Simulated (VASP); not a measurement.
Input of a VASP 6.6.1 run:

INCAR

```
PREC     = Accurate       # precision mode
ENCUT    = 600            # plane-wave cutoff, eV
EDIFF    = 1E-7           # SCF threshold, eV
ISMEAR   = 0              # smearing method
SIGMA    = 0.03           # smearing width, eV
LREAL    = False          # projectors in reciprocal space
LASPH    = True           # aspherical terms in the spheres
NELM     = 80             # most SCF steps
ALGO     = Normal         # electronic algorithm
ISIF     = 3              # what is computed and relaxed
LWAVE    = False          # write WAVECAR
LCHARG   = False          # write CHGCAR
GGA      = PS             # functional
IBRION   = 2              # ionic algorithm
NSW      = 90             # ionic steps
EDIFFG   = -0.005         # ionic threshold
KPAR     = 8
```

File KPOINTS:

```
regular mesh
0
Gamma
  6 6 6
```

Contents of POSCAR:

```
CdIn2S4                                 
1.0
    0.0000000000      5.4287105893      5.4287105893
    5.4287105893      0.0000000000      5.4287105893
    5.4287105893      5.4287105893     -0.0000000000
  Cd              In              S             
     2     4     8
Direct
     0.0000000000000000    0.0000000000000000    0.0000000000000000
     0.2500000000000000    0.2500000000000000    0.2500000000000000
     0.6250000000000000    0.6250000000000000    0.6250000000000000
     0.1250000000000000    0.6250000000000000    0.6250000000000000
     0.6250000000000000    0.6250000000000000    0.1250000000000000
     0.6250000000000000    0.1250000000000000    0.6250000000000000
     0.3843966285944243    0.3843966285944243    0.3843966285944243
     0.4031898857832658    0.8656033714055757    0.8656033714055757
     0.3843966285944243    0.3843966285944243    0.8468101142167344
     0.8656033714055757    0.4031898857832658    0.8656033714055757
     0.8468101142167344    0.3843966285944243    0.3843966285944243
     0.8656033714055757    0.8656033714055757    0.8656033714055757
     0.3843966285944243    0.8468101142167344    0.3843966285944243
     0.8656033714055757    0.8656033714055757    0.4031898857832658
```

Potentials or basis: VASP PAW PBE potentials, release 64 (Cd, In_d, S).

The run is started by

```console
$ cat potpaw_PBE.64/Cd/POTCAR potpaw_PBE.64/In_d/POTCAR potpaw_PBE.64/S/POTCAR > POTCAR
$ mpirun -np 8 vasp_std > vasp.out
```

Problem. What does it give for the band gap on the k mesh?

Solution. 1.18 eV, indirect (least direct gap 1.29 eV).

Final structure:
```
Cd In S
1.0
     0.00000    5.42871    5.42871
     5.42871    0.00000    5.42871
     5.42871    5.42871    0.00000
Cd In S
2 4 8
Direct
  0.00000 0.00000 0.00000
  0.25000 0.25000 0.25000
  0.62500 0.62500 0.62500
  0.12500 0.62500 0.62500
  0.62500 0.62500 0.12500
  0.62500 0.12500 0.62500
  0.38440 0.38440 0.38440
  0.40319 0.86560 0.86560
  0.38440 0.38440 0.84681
  0.86560 0.40319 0.86560
  0.84681 0.38440 0.38440
  0.86560 0.86560 0.86560
  0.38440 0.84681 0.38440
  0.86560 0.86560 0.40319
```

Caveat: the relaxation stopped at its first step, so nothing moved; spin-orbit coupling is left out, which moves the levels of the heavy elements. As with any semilocal functional, this PBEsol gap is likely too small.
